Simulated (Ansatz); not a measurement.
This is a band-structure calculation with the PAW code Ansatz on SrTiO3 built on the cubic perovskite prototype; the level of theory is PBE. The geometry is the r2SCAN minimum.

```yaml
crystal:
  lattice:
    - [3.9068515016, 0.0, 0.0]
    - [0.0, 3.9068515016, 0.0]
    - [0.0, 0.0, 3.9068515016]
  atoms:
    - { symbol: Sr, position: [0.0, 0.0, 0.0] }
    - { symbol: Ti, position: [0.5, 0.5, 0.5] }
    - { symbol: O, position: [0.5, 0.5, 0.0] }
    - { symbol: O, position: [0.5, 0.0, 0.5] }
    - { symbol: O, position: [0.0, 0.5, 0.5] }
kpoints:
  mp_grid: { grid: [6, 6, 6] }
  band_path:
    path:
      - [[0.0, 0.0, 0.0], [1.854651844564e-50, 0.5, 0.0], [0.5, 0.5, 0.0], [0.0, 0.0, 0.0], [0.5, 0.5, 0.5], [1.854651844564e-50, 0.5, 0.0]]
      - [[0.5, 0.5, 0.5], [0.5, 0.5, 0.0]]
    npoints: 10
hamiltonian:
  xc: pbe
scf:
  occupations: { method: fermi_dirac, width: 0.02 }
  n_extra_bands: 5
output:
  forces: true
  stress: true
  eigenvalues: true
```

In the abridged output below, numbers in square brackets stand for lines, or ends of lines, that were taken out.
```
Functional definition: PBE
Crystal: 5 atoms, lattice volume = 59.632 Å³
Basis set: ecut = 420 eV, 1189 PW (Γ)
Bands: 25, of which v1, the nominal top of the filled ones, is band 20 counted from 1 (19 counted from 0)
Symmetry: 48 space group operations
Space group: Pm-3m (ITA 221)
k-points: 20 of 216
SCF 1 converged in 6 iterations: F = -7754.469980 eV  dr2 = 3.84e-8
SCF converged after 6 iterations
Free energy (F): -7754.469980 eV
[1]
--- Stress (GPa, compression-positive) ---
[2]
--- Band table (eV; the first three rows and the last of 20) ---
[3]
```

The rows of the band table are 0: (0, 0, 0) = Γ, 1: (0, 0, 1/6), 2: (0, 0, 1/3), 19: (-1/2, -1/2, -1/2) = R.

Question: What stood in the gaps? They hold the stress, the Fermi energy and the band table.

Answer:
```
[1]
Fermi energy:    10.919007 eV
[2]
        4.056891       0.000000       0.000000
        0.000000       4.056891       0.000000
        0.000000       0.000000       4.056891
  P = ⅓ Tr σ = 4.0569 GPa (40.569 kbar)
[3]
  k-point 0: bands = […, 8.8040, 8.8040, 8.8040, 9.6282, 9.6282, 9.6282, 11.8576, 11.8576, 11.8576, 14.3107, …]
  k-point 1: bands = […, 8.4692, 8.4692, 8.5783, 8.8737, 9.4797, 9.4797, 11.8974, 12.4271, 12.4271, 14.3160, …]
  k-point 2: bands = […, 7.8701, 7.8987, 7.8987, 8.1821, 9.3148, 9.3148, 11.9798, 13.3532, 13.3532, 14.3224, …]
  k-point 19: bands = […, 6.2564, 6.2564, 6.2564, 9.9744, 9.9744, 9.9744, 14.4536, 14.4536, 14.4536, 16.9469, …]
```
The trailing digits, and the zero of the energies, depend on the potentials and thresholds.

Run as `ansatz run input.yaml --threads 2 --pin off --max-ram 29491MiB --backend cpu --events-out ev --progress --plain --runs-dir out`. Wall time 2.3 s on 2 threads of AMD EPYC 7R13 Processor (Zen 3), on a shared host, load about 1.5 per core; peak host memory 0.47 GiB.

Spin-unpolarised throughout; all numbers are computed.
